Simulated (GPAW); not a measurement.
Crystal: Re.

```
Re
1.0
     0.00000    1.97500    1.97500
     1.97500    0.00000    1.97500
     1.97500    1.97500    0.00000
Re
1
Direct
  0.00000 0.00000 0.00000
```

This isn't the form of Re at room conditions, which is hcp.

Program: GPAW 26.7.0. Alike in all runs: task single point; no spin polarisation; cell as given.

Q: Order these runs on this cell by their pressure, lowest first.
A. level RPBE; potentials or basis the program's PAW data sets (release 1.2.1) made for this functional, pw; k mesh 12 × 12 × 12; cutoff (eV) 600; smearing gaussian 0.02 eV; maxiter 150
B. level LDA; potentials or basis the program's PAW data sets (release 1.2.1) made for this functional, pw; k mesh 12 × 12 × 12; cutoff (eV) 600; smearing gaussian 0.05 eV; maxiter 150
C. level PBE; potentials or basis GPAW PAW data sets (gpaw-data 1.2.1), pw; k mesh 9 × 9 × 9; cutoff (eV) 500; smearing fermi-dirac 0.05 eV; maxiter 120; convergence default

A: B (-25.4 GPa), C (-9.3 GPa), A (-5.3 GPa).

Caveats: the cutoff is short for stress and forces, so pressures can be off by a GPa or more (some runs); so large a pressure means that the cell lies far from this level's equilibrium, or that cutoff or potentials fall short (some runs).
